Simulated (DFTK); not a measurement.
Write the native input for DFTK 0.8.2 that does the following.

```yaml
Task: band structure
Functional: PBEsol
Potentials_or_basis: SPMS 1.0 (PBE)
Cutoff: 816 eV
k_mesh: 10 × 10 × 10
Occupations: fermi-dirac, width 0.05 eV
Spin: collinear spin, ferromagnetic start
Starting_moments: "[1.0, 0.0] μB"
Valence_electrons: Ni 18, O 6
SCF_tolerance_on_the_density: 1e-06
```

The structure of NiO lies in NiO.cif:

```cif
data_NiO
_cell_length_a 2.94991039
_cell_length_b 2.94991039
_cell_length_c 2.94991039
_cell_angle_alpha 60.00000000
_cell_angle_beta 60.00000000
_cell_angle_gamma 60.00000000
_space_group_name_H-M_alt 'P1'
_space_group_name_Hall 'P 1'
_space_group_IT_number 1
loop_
_space_group_symop_operation_xyz
'x,y,z'
loop_
_atom_site_label
_atom_site_type_symbol
_atom_site_symmetry_multiplicity
_atom_site_Wyckoff_symbol
_atom_site_fract_x
_atom_site_fract_y
_atom_site_fract_z
_atom_site_occupancy
Ni1 Ni 1 a 0.0000000000 0.0000000000 0.0000000000 1
O1 O 1 a 0.5000000000 0.5000000000 0.5000000000 1
```

These files were run (other wordings do the same):

run.jl

```julia
using DFTK
using PseudoPotentialData
using Unitful, UnitfulAtomic
using LinearAlgebra, Printf
include("save.jl")
disable_threading()

lines = readlines("NiO.cif")
tag(name) = parse(Float64, split(only(filter(startswith(name), lines)))[2])
a, b, c = tag.(["_cell_length_a", "_cell_length_b", "_cell_length_c"])
α, β, γ = deg2rad.(tag.(["_cell_angle_alpha", "_cell_angle_beta", "_cell_angle_gamma"]))
cx, cy  = cos(β), (cos(α) - cos(β) * cos(γ)) / sin(γ)
lattice = austrip(1u"Å") * [a b*cos(γ) c*cx; 0 b*sin(γ) c*cy; 0 0 c*sqrt(1 - cx^2 - cy^2)]
sites     = split.(lines[findlast(startswith("_atom_site_"), lines)+1:end])
symbols   = [Symbol(s[2]) for s in sites]
positions = [parse.(Float64, s[5:7]) for s in sites]
pseudopotentials = Dict(:Ni => "Ni.upf", :O => "O.upf")
elements = Dict(s => ElementPsp(s, pseudopotentials; rcut=10.0) for s in unique(symbols))
atoms    = [elements[s] for s in symbols]
magnetic_moments = [1.0, 0.0]

build_model(lattice, positions; symmetries=true) =
    model_DFT(lattice, atoms, positions;
              functionals=PBEsol(),
              magnetic_moments,
              spin_polarization=:collinear,
              temperature=austrip(0.05u"eV"),
              smearing=Smearing.FermiDirac(),
              symmetries)
Ecut  = 30.0  # hartree
kgrid = [10, 10, 10]
tol   = 1e-6
to_GPa = ustrip(uconvert(u"GPa", 1u"hartree/bohr^3"))

model = build_model(lattice, positions)
basis = PlaneWaveBasis(model; Ecut, kgrid)
display(basis)
scfres = self_consistent_field(basis;
                               tol,
                               ρ=guess_density(basis, magnetic_moments),
                               nbandsalg=AdaptiveBands(model; n_bands_converge=17))
display(scfres.energies)
@printf "Fermi level: %.6f eV\n" ustrip(auconvert(u"eV", something(scfres.εF, NaN)))
forces = compute_forces_cart(scfres)
println("Forces (eV/Å)")
for (s, f) in zip(symbols, forces)
    @printf "%-3s %12.6f %12.6f %12.6f\n" s ustrip.(auconvert.(u"eV/Å", f))...
end
stress = compute_stresses_cart(scfres)
println("Stress (GPa)")
display(round.(stress * to_GPa; digits=4))
@printf "Total moment: %.4f μB\n" sum(spin_density(scfres.ρ)) * scfres.basis.dvol
println("Levels at the first k-point (eV): ", round.(ustrip.(auconvert.(u"eV", scfres.eigenvalues[1][1:scfres.n_bands_converge])); digits=4))
save_scf!(scfres; forces, stress)

points = Dict("G" => [0.0, 0.0, 0.0], "K" => [0.375, 0.375, 0.75], "L" => [0.5, 0.5, 0.5], "U" => [0.625, 0.25, 0.625], "W" => [0.5, 0.25, 0.75], "X" => [0.5, 0.0, 0.5])
segments = [("G", "X", 7), ("X", "W", 4), ("W", "K", 3), ("K", "G", 7), ("G", "L", 6), ("L", "U", 4), ("U", "W", 3), ("W", "L", 5), ("L", "K", 4), ("U", "X", 3)]
kcoords = vcat([[points[a] + t * (points[b] - points[a]) for t in range(0, 1, n)] for (a, b, n) in segments]...)
bands = compute_bands(scfres, ExplicitKpoints(kcoords); n_bands=19, tol=1e-5)
for (k, ε) in zip(bands.basis.kpoints, bands.eigenvalues)
    @printf "%d %8.4f %8.4f %8.4f " k.spin k.coordinate...
    println(join([@sprintf("%9.4f", e) for e in ustrip.(auconvert.(u"eV", ε .- scfres.εF))]))
end
results["band_energies"] = rows(bands.eigenvalues); results["band_kpoints"] = rows(kcoords)
```

Potentials or basis: SPMS 1.0 (PBE).

Command:

```console
$ julia --threads=1 run.jl  # save.jl only writes the numbers to a file and isn't shown; printed stress counts tension as positive; times include loading and compiling
```

Results of the run:

```
Band gap on the k mesh : none (metal or under the smearing width)
Net moment             : 0.51 μB per cell
Absolute moment        : 0.51 μB per cell
Site moments           : Ni +0.44; O +0.07 μB
```

Caveat: the cutoff is short for these potentials, so energies and forces aren't converged, fitted volumes are rough and the log's stress (off by 3 to 10 GPa or more in trials) isn't used; the potentials were made for another functional, which shifts forces and pressure; a cell with one magnetic atom can't hold antiferromagnetic order, which such compounds often take; semilocal functionals often make such compounds metallic where correlation or magnetic order opens a gap, which also shifts bond lengths.

It took 3.6 min on 1 thread of Intel(R) Xeon(R) Platinum 8259CL CPU @ 2.50GHz (Skylake/Cascade Lake), with other jobs on the host, peak memory 1.6 GiB.
